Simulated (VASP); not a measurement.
# Ca (P6_3/mmc) in VASP: notebook, part 2 of 2

VASP 6.6.1. Earlier steps stand in the parts before.

**4. Single point, BLYP**

This run uses another cell than the first one, of 41.15 Å³/atom, 0.960 times its volume.

INCAR

```
PREC = Accurate ; ENCUT = 520
EDIFF = 1E-7 ; ISMEAR = -1
SIGMA = 0.1 ; LREAL = F
LASPH = T ; NELM = 100
ALGO = Normal ; ISIF = 2
LWAVE = F ; LCHARG = T
GGA = B5 ; ALDAX = 1.0
AGGAX = 1.0 ; AGGAC = 1.0
ALDAC = 0.0 ; LELF = T
LVHAR = T ; NBANDS = 17
```

KPOINTS

```
regular mesh
0
Gamma
  11 11 6
```

POSCAR

```
Ca
1.0
    3.8690945538      0.0000000000      0.0000000000
   -1.9345472769      3.3507341732      0.0000000000
    0.0000000000      0.0000000000      6.3488061924
Ca
2
Direct
    0.3333333333      0.6666666667      0.2500000000
    0.6666666667      0.3333333333      0.7500000000
```

Potentials or basis: VASP PAW PBE potentials, release 64 (Ca_sv).

Launch:

```console
> cat potpaw_PBE.64/Ca_sv/POTCAR > POTCAR
> mpirun -np 1 vasp_std > vasp.out
```

OUTCAR:

```text
PREC = Accurate
   ENCUT = 520
   EDIFF = 1E-7
   ISMEAR = -1
   LREAL = F
   LASPH = T
   NELM = 100
   ISIF = 2
   GGA = B5

 ion  position               nearest neighbor table
   1  0.333  0.667  0.250-
   2  0.667  0.333  0.750-

  LATTYP: Found a hexagonal cell.
 ALAT       =     3.8690945538
 C/A-ratio  =     1.6409023104

  Lattice vectors:

 A1 = (   3.8690945538,   0.0000000000,   0.0000000000)
 A2 = (  -1.9345472769,   3.3507341732,   0.0000000000)
 A3 = (   0.0000000000,   0.0000000000,   6.3488061924)

Analysis of symmetry for initial positions (statically):
=====================================================================
 Subroutine PRICEL returns:
 Original cell was already a primitive cell.

 Routine SETGRP: Setting up the symmetry group for a
 hexagonal supercell.

 Subroutine GETGRP returns: Found 24 space group operations
 (whereof 12 operations were pure point group operations)
 out of a pool of 24 trial point group operations.

The static configuration has the point symmetry D_3d.
 The point group associated with its full space group is D_6h.

Analysis of symmetry for dynamics (positions and initial velocities):
=====================================================================
 Subroutine PRICEL returns:
 Original cell was already a primitive cell.

 Routine SETGRP: Setting up the symmetry group for a
 hexagonal supercell.

 Subroutine GETGRP returns: Found 24 space group operations
 (whereof 12 operations were pure point group operations)
 out of a pool of 24 trial point group operations.

[... 106 lines left out ...]
   NFREE  =      0    steps in history (QN), initial steepest desc. (CG)
   ISIF   =      2    stress and relaxation
   ISYM   =      2    0-nonsym 1-usesym 2-fastsym
   POTIM  = 0.5000    time-step for ionic-motion
   TEBEG  =    0.0;   TEEND  =   0.0 temperature during run
   PSTRESS=    0.0 pullay stress
   NELECT =      20.0000    total number of electrons
   NUPDOWN=      -1.0000    fix difference up-down
   EMIN   =  10.00;   EMAX   =-10.00  energy-range for DOS
   EFERMI =   0.00;   METHOD = LEGACY
   ISMEAR =    -1;   SIGMA  =   0.10  broadening in eV -4-tet -1-fermi 0-gaus
   EFERMI_NEDOS =   21; number of points for ismear=-14 and -15
   IALGO  =     38    algorithm
   IMIX   =      4    mixing-type and parameters
     AMIX     =   0.40;   BMIX     =  1.00
     AMIX_MAG =   1.60;   BMIX_MAG =  1.00
  volume/ion in A,a.u.               =      41.15       277.72
  Fermi-wavevector in a.u.,A,eV,Ry     =   1.021577  1.930500 14.199301  1.043619
  Thomas-Fermi vector in A             =   2.155209
   LORBIT       =      0    0 simple, 1 ext, 2 COOP (PROOUT), +10 PAW based schemes
   GGA     = B5    functional components
   LHFCALC =     F    Hartree Fock is set to
   AEXX    =    0.0000 exact exchange contribution
   IVDW    =     0    specifies the selected vdW correction
   LEPSILON=     F    determine dielectric tensor
   LRPA    =     F    only Hartree local field effects (RPA)
 non-spin polarized calculation
  energy-cutoff  :      520.00
  volume of cell :       82.31
 maximum number of plane-waves:      2232
 NGX is ok and might be reduce to    30
   NGX = 15   NGY = 15   NGZ = 23

 number of electron      19.9999998 magnetization

 Free energy of the ion-electron system (eV)
  ---------------------------------------------------
  ext. energy  EPLUGINS =         0.00000000
  ---------------------------------------------------
  free energy    TOTEN  =        -2.51322109 eV

  energy without entropy =       -2.42482677  energy(sigma->0) =       -2.46902393

 E-fermi :   2.5262     XC(G=0):  -7.3821

 val. band max:        2.5034120245   @ k =   0.3636   0.2727   0.5000
 cond. band min:       2.5350922245   @ k =   0.3636   0.0909   0.0000
 fundamental gap:      0.0316802000
 Fermi energy:         2.5262324917

 k-point     1 :       0.0000    0.0000    0.0000
  band No.  band energies     occupation
      1     -39.4488      2.00000
      2     -39.4335      2.00000
      3     -20.6287      2.00000
      4     -20.5065      2.00000
      5     -20.5065      2.00000
      6     -20.4860      2.00000
[... 457 lines left out ...]
      4     -20.5536      2.00000
      5     -20.5476      2.00000
      6     -20.5213      2.00000
[... 9 lines left out ...]
     16       5.2363      0.00000
     17       5.4336      0.00000

 [... further k-points ...]
[... 5 lines left out ...]
  --------------------------------------------------------------------------------------
  -------------------------------------------------------------------------------------
  Total        0.3667060      0.3667060      0.3748953      0.0000000     -0.0000000      0.0000000
  in kB        7.1381759      7.1381759      7.2975856      0.0000000     -0.0000000      0.0000000
  external PRESSURE =       7.1913125 kB  Pullay stress =       0.0000000 kB

 VOLUME and BASIS-vectors are now :
 -----------------------------------------------------------------------------
  energy-cutoff  :      520.00
  volume of cell :       82.31
      direct lattice vectors                 reciprocal lattice vectors
     3.869094554  0.000000000  0.000000000     0.258458403  0.149221029  0.000000000
    -1.934547277  3.350734173  0.000000000     0.000000000  0.298442057  0.000000000
     0.000000000  0.000000000  6.348806192     0.000000000  0.000000000  0.157509927

 POSITION                                       TOTAL-FORCE (eV/Angst)
 -----------------------------------------------------------------------------------
     -0.00000      2.23382      1.58720         0.000000      0.000000      0.000000
      1.93455      1.11691      4.76160         0.000000     -0.000000     -0.000000
 -----------------------------------------------------------------------------------
    total drift:                               -0.000000      0.000000     -0.000000

  FREE ENERGIE OF THE ION-ELECTRON SYSTEM (eV)
  ---------------------------------------------------
  free  energy   TOTEN  =        -2.5132210925 eV

  energy  without entropy=       -2.4248267701  energy(sigma->0) =       -2.46902393
```

Run time: 2.7 min. Hardware: 1 thread of AMD EPYC 7R43 (Zen 3), shared host; peak memory 0.19 GiB.

Results:

```yaml
Free_energy: -2.5132 eV
Pressure: 0.7 GPa
Band_gap_on_the_k_mesh: none (metal or under the smearing width)
```

Caveat: the PAW data sets were made with another functional, which shifts forces and pressure a little.

**5. The runs side by side**

```csv
cell,k mesh,gap on the mesh (eV),pressure (GPa)
"P6_3/mmc, 42.87 Å³/atom",15 × 15 × 8,none,0.0
"P6_3/mmc, 44.58 Å³/atom",11 × 11 × 6,none,-0.6
"P6_3/mmc, 41.15 Å³/atom",11 × 11 × 6,none,0.7
```

Alike in all rows: task single point; level BLYP; potentials or basis VASP PAW PBE potentials, release 64 (Ca_sv); no spin polarisation; cutoff (eV) 520; smearing fermi-dirac 0.1 eV.

Every run on the cell as given and a fine mesh finds a metal.

Caveats: the PAW data sets were made with another functional, which shifts forces and pressure a little.

Absolute energies hang on the potentials; compare differences alone.
